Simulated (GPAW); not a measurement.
Wanted: an ASE script for a GPAW 26.7.0 run.

| Quantity | Value |
| --- | --- |
| Task | relaxation of cell and atoms |
| Functional | PBEsol |
| Dispersion | D4 |
| Potentials or basis | PAW data sets generated in the run's folder for this functional |
| Cutoff | 600 eV |
| Basis | pw |
| k mesh | 8 × 8 × 8 |
| Occupations | fermi-dirac, width 0.05 eV |
| Spin | no spin polarisation |
| Maxiter | 150 |
| Optimizer | BFGS |
| Fmax | 0.02 eV/Å |
| Max steps | 60 |
| Convergence | density=1e-05 forces=0.0001 |

Crystal: CuI (Marshite).

```
CELL_PARAMETERS angstrom
0.00000 3.03150 3.03150
3.03150 0.00000 3.03150
3.03150 3.03150 0.00000
ATOMIC_POSITIONS crystal
I 0.00000 0.00000 0.00000
Cu 0.75000 0.75000 0.75000
```

One way to write it, as run:

run.py

```python
from ase import Atoms
from ase.calculators.mixing import SumCalculator
from ase.filters import FrechetCellFilter
from ase.io import write
from ase.optimize import BFGS
from dftd4.ase import DFTD4
from gpaw import GPAW, PW, setup_paths

setup_paths.insert(0, '.')

atoms = Atoms(['I', 'Cu'],
              cell=[[0.0, 3.0315, 3.0315],
                    [3.0315, 0.0, 3.0315],
                    [3.0315, 3.0315, 0.0]],
              scaled_positions=[[0.0, 0.0, 0.0],
                                [0.75, 0.75, 0.75]],
              pbc=True)

calc = GPAW(mode=PW(600),
            xc='PBEsol',
            kpts={'size': (8, 8, 8), 'gamma': True},
            occupations={'name': 'fermi-dirac', 'width': 0.05},
            nbands=19,
            convergence={'density': 1e-05, 'forces': 0.0001},
            maxiter=150,
            txt='gpaw.txt')
atoms.calc = SumCalculator([calc, DFTD4(method='pbesol')])
opt = BFGS(FrechetCellFilter(atoms), trajectory='relax.traj', logfile='-')
done = opt.run(fmax=0.02, steps=60)
calc.write('gs.gpw')
write('result.traj', atoms)
print('Converged:', done)
print('Cell:', atoms.cell.cellpar().round(4))
print('Volume:', round(atoms.get_volume(), 4))
print(atoms.get_scaled_positions().round(5))
```

Potentials or basis: PAW data sets generated in the run's folder for this functional, pw.

The run is started by

```bash
$ gpaw-setup -f PBEsol Cu I
$ OMP_NUM_THREADS=1 python run.py
```

It gave:

```yaml
Relaxed_volume: 26.01 Å³/atom
Relaxed_cell: a = 4.190 Å, b = 4.190 Å, c = 4.190 Å, α = 60.00°, β = 60.00°, γ = 60.00°
Space_group_after_relaxing_to_0.05_Å: F-43m (No. 216)
Energy_gained_by_relaxing: 18.5 meV/atom
Ionic_steps: 4
Pressure_after_relaxing: 0.0 GPa
Band_gap_on_the_k_mesh: 1.21 eV, direct
Dispersion_energy_per_atom: -0.228 eV
```

Caveat: with this Cu data set, volumes or pressures lay over 1.5 % or 2 GPa off other programs in two to four cells of ten; later steps reuse the first step's grids; spin-orbit coupling is left out, which moves the levels of the heavy elements.

Wall time 120 s on 1 thread of AMD EPYC 7R43 64-Core Processor (Zen 3), with other jobs on the host, peak memory 0.25 GiB.
